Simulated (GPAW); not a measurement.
A calculation with GPAW 26.7.0 of KBr (ASE script, structure typed inline):

Contents of run.py:

```python
from ase import Atoms
from ase.dft.bandgap import bandgap
from ase.io import write
from ase.units import Bohr, GPa
from gpaw import GPAW, PW
from gpaw.elf import elf_from_dft_calculation

atoms = Atoms(['Br', 'K'],
              cell=[[4.043499, 0.0, 0.0],
                    [0.0, 4.043499, 0.0],
                    [0.0, 0.0, 4.043499]],
              scaled_positions=[[0.5, 0.5, 0.5],
                                [0.0, 0.0, 0.0]],
              pbc=True)

calc = GPAW(mode=PW(600),
            xc='PBE',
            kpts={'size': (7, 7, 7), 'gamma': True},
            occupations={'name': 'fermi-dirac', 'width': 0.05},
            nbands=16,
            convergence={'density': 1e-05, 'energy': 1e-05},
            maxiter=150,
            txt='gpaw.txt')
atoms.calc = calc
energy = atoms.get_potential_energy()
forces = atoms.get_forces()
stress = atoms.get_stress()
calc.write('gs.gpw')
write('result.traj', atoms)
print(f'Energy: {energy:.6f} eV')
print('Forces (eV/A):')
print(forces.round(4))
print('Stress (GPa):', (stress / GPa).round(3))
print('Fermi level:', round(calc.get_fermi_level(), 4), 'eV')
print(f'Gap: {bandgap(calc)[0]:.4f} eV, direct: {bandgap(calc, direct=True)[0]:.4f} eV')

# fields on the real-space grid
write('density.cube', atoms, data=calc.get_pseudo_density() * Bohr**3)
write('potential.cube', atoms, data=calc.get_electrostatic_potential())
write('elf.cube', atoms, data=elf_from_dft_calculation(calc).data)
```

Potentials or basis: GPAW PAW data sets (gpaw-data 1.2.1), pw.

Run with:

```sh
$ OMP_NUM_THREADS=1 python run.py
```

Measurements of this composition are mostly on another form, of space group No. 225.

Problem. Write the same calculation in another form: cli, Cartesian positions.

Solution. As run:

File KBr.xyz:

```xyz
2
Lattice="4.0434990000 0.0000000000 0.0000000000 0.0000000000 4.0434990000 0.0000000000 0.0000000000 0.0000000000 4.0434990000" Properties=species:S:1:pos:R:3 pbc="T T T"
Br     2.0217495000      2.0217495000      2.0217495000
K      0.0000000000      0.0000000000      0.0000000000
```

Potentials or basis: GPAW PAW data sets (gpaw-data 1.2.1), pw.

Launch:

```console
$ OMP_NUM_THREADS=1 gpaw run KBr.xyz -p 'mode=PW(600),xc=PBE,kpts={size:(7,7,7),gamma:True},occupations={name:fermi-dirac,width:0.05},nbands=16,convergence={density:1e-05,energy:1e-05},maxiter=150,txt=gpaw.txt' --properties efs -w gs.gpw
```

Both were run:

|  | ASE script, structure typed inline | cli, Cartesian positions |
| --- | --- | --- |
| Pressure | -0.1 GPa | -0.1 GPa |
| Band gap on the k mesh | 3.89 eV, indirect (least direct gap 4.13 eV) | 3.89 eV, indirect (least direct gap 4.13 eV) |

Keys that steer only the numerical path or the files written may differ.

Caveat: an odd mesh through Γ misses points on the zone boundary, where band edges often lie.
